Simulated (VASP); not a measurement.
# AlCo: convergence, density of states

AlCo, Pm-3m (no. 221), 2 atoms in the cell. LDA; PAW potentials Co, Al (LDA set). VASP 6.6.1.

Wanted: density of states by 0.5 eV bins within 8 %; centre of the states within 12 eV below the valence top within 0.03 eV; states at the Fermi level within 8 %.

What the run is for: density of states; Accuracy asked: standard; k mesh of the density: 11 × 11 × 11.

POSCAR:
```
AlCo
1.0
    2.8194032100      0.0000000000      0.0000000000
    0.0000000000      2.8194032100      0.0000000000
    0.0000000000      0.0000000000      2.8194032100
Co Al
1 1
Direct
    0.5000000000      0.5000000000      0.5000000000
    0.0000000000      0.0000000000      0.0000000000
```

The series start from Plane-wave cutoff (eV): 310; k-point mesh: 13 × 13 × 13; Energy points (NEDOS): 2001; Occupations for the DOS: ISMEAR=-5; Electronic threshold (eV): 1e-6; Precision mode (PREC): Accurate. Each series keeps the choices made before it, and each single choice may use up half of a tolerance. Times cover all steps of a run.

## Plane-wave cutoff (eV)

| Plane-wave cutoff (eV) | Density of states by 0.5 eV bins, largest deviation against the largest value | Centre of the states within 12 eV below the valence top (eV) | States at the Fermi level (states/eV/atom) | Time (s) |
|---|---|---|---|---|
| 220 | 4.4 % | -3.093 | 0.3161 | 18 |
| 270 | 0.53 % | -3.086 | 0.3142 | 19 |
| 310 | 1.1 % | -3.085 | 0.3135 | 23 |
| 350 | 0.41 % | -3.085 | 0.3138 | 35 |
| 430 | 0.029 % | -3.085 | 0.3141 | 40 |
| 540 (reference) | 0 % | -3.084 | 0.3141 | 44 |

Chosen: 270, the loosest value from which every tighter one stays within half of the tolerance.

## k-point mesh

| k-point mesh | Density of states by 0.5 eV bins, largest deviation against the largest value | Centre of the states within 12 eV below the valence top (eV) | States at the Fermi level (states/eV/atom) | Time (s) |
|---|---|---|---|---|
| 7 × 7 × 7 | 14 % | -3.130 | 0.3152 | 16 |
| 8 × 8 × 8 | 10 % | -3.133 | 0.3585 | 14 |
| 11 × 11 × 11 | 2.7 % | -3.095 | 0.327 | 19 |
| 13 × 13 × 13 | 1.2 % | -3.086 | 0.3142 | 19 |
| 15 × 15 × 15 | 1.8 % | -3.083 | 0.331 | 22 |
| 19 × 19 × 19 | 0.75 % | -3.080 | 0.3398 | 32 |
| 23 × 23 × 23 (reference) | 0 % | -3.079 | 0.3386 | 47 |

Chosen: 15 × 15 × 15.

## Energy points (NEDOS)

| Energy points (NEDOS) | Density of states by 0.5 eV bins, largest deviation against the largest value | Centre of the states within 12 eV below the valence top (eV) | States at the Fermi level (states/eV/atom) | Time (s) |
|---|---|---|---|---|
| 301 | 2.1 % | -3.077 | 0.3215 | 22 |
| 501 | 2 % | -3.072 | 0.3171 | 22 |
| 1001 | 0.78 % | -3.081 | 0.3295 | 20 |
| 2001 | 1.2 % | -3.083 | 0.331 | 22 |
| 4001 (reference) | 0 % | -3.084 | 0.3319 | 22 |

Chosen: 1001.

## Occupations for the DOS

| Occupations for the DOS | Density of states by 0.5 eV bins, largest deviation against the largest value | Centre of the states within 12 eV below the valence top (eV) | States at the Fermi level (states/eV/atom) | Time (s) |
|---|---|---|---|---|
| ISMEAR=-5 | 0 % | -3.081 | 0.3295 | 20 |
| ISMEAR=-4 | 0 % | -3.081 | 0.3295 | 21 |
| ISMEAR=0 SIGMA=0.05 | 3.8 % | -3.064 | 0.338 | 19 |
| ISMEAR=0 SIGMA=0.1 | 5 % | -3.054 | 0.3673 | 18 |
| ISMEAR=-15 SIGMA=0.025 | 0.6 % | -3.078 | 0.3295 | 22 |
| ISMEAR=1 SIGMA=0.1 | 3.6 % | -3.065 | 0.3268 | 18 |

Chosen: ISMEAR=-5; no other choice that stays within half of the tolerance saves 30 % of the time.

## Electronic threshold (eV)

| Electronic threshold (eV) | Density of states by 0.5 eV bins, largest deviation against the largest value | Centre of the states within 12 eV below the valence top (eV) | States at the Fermi level (states/eV/atom) | Time (s) |
|---|---|---|---|---|
| 0.001 | 0.43 % | -3.079 | 0.3301 | 18 |
| 0.0001 | 0.65 % | -3.079 | 0.3304 | 19 |
| 1e-5 | 0.73 % | -3.078 | 0.3304 | 18 |
| 1e-6 (reference) | 0 % | -3.081 | 0.3295 | 20 |

Chosen: 0.001.

## Precision mode (PREC)

| Precision mode (PREC) | Density of states by 0.5 eV bins, largest deviation against the largest value | Centre of the states within 12 eV below the valence top (eV) | States at the Fermi level (states/eV/atom) | Time (s) |
|---|---|---|---|---|
| Normal | 0.13 % | -3.079 | 0.33 | 14 |
| Accurate (reference) | 0 % | -3.079 | 0.3301 | 18 |

Chosen: Normal.

## All choices together

| Input | Density of states by 0.5 eV bins, largest deviation against the largest value | Centre of the states within 12 eV below the valence top (eV) | States at the Fermi level (states/eV/atom) | Time (s) |
|---|---|---|---|---|
| defaults for smearing, thresholds and mesh (naive) | – | -3.032 | – | 17 |
| chosen settings | 2.2 % | -3.079 | 0.33 | 14 |
| reference settings throughout | 0 % | -3.075 | 0.3385 | 109 |

The tolerance is met.

## The input

INCAR.step1:
```
SYSTEM = AlCo
  ALGO = Normal
  EDIFF = 0.001
  ENCUT = 270
  GGA = CA
  GGA_COMPAT = .False.
  ISMEAR = 1
  ISPIN = 2
  LASPH = .True.
  LCHARG = .True.
  LMAXMIX = 4
  LORBIT = 11
  LREAL = .False.
  LWAVE = .False.
  MAGMOM = 2 0
  NBANDS = 28
  NELM = 200
  PREC = Normal
  SIGMA = 0.1
```

INCAR.step2, as INCAR.step1 but for:
```
- ISMEAR = 1
- LCHARG = .True.
- SIGMA = 0.1
+ EMAX = 18.7806
+ EMIN = -3.2194
+ ICHARG = 11
+ ISMEAR = -5
+ LCHARG = .False.
+ NEDOS = 1001
```

KPOINTS.step1:
```
k-points
0
Gamma
  11 11 11
```

KPOINTS.step2:
```
Automatic mesh
0
Gamma
  15 15 15
  0 0 0
```

Commands (each step's output is kept before the next begins):
```
cat potpaw_LDA.64/Co/POTCAR potpaw_LDA.64/Al/POTCAR > POTCAR
cp INCAR.step1 INCAR
cp KPOINTS.step1 KPOINTS
mpirun -np 1 vasp_std > vasp.out
cp INCAR.step2 INCAR
cp KPOINTS.step2 KPOINTS
mpirun -np 1 vasp_std > vasp.out
```

The chosen input took VASP 6.6.1 14 s on 1 core (Intel Xeon Platinum 8559C (Emerald Rapids)), a shared host.

## An input that fails: broad smearing on a coarse energy grid

It runs to its end, but against the unchanged starting input it is off by 25 % in the density of states by 0.5 eV bins, 0.156 eV in the centre of the states within 12 eV below the valence top, 47 % in the states at the Fermi level.

Changes against the starting input:
```
(step 2)
- ISMEAR = -5
- NELM = 200
- NEDOS = 2001
+ ISMEAR = 0
+ NELM = 91
+ NEDOS = 301
+ SIGMA = 0.5
```
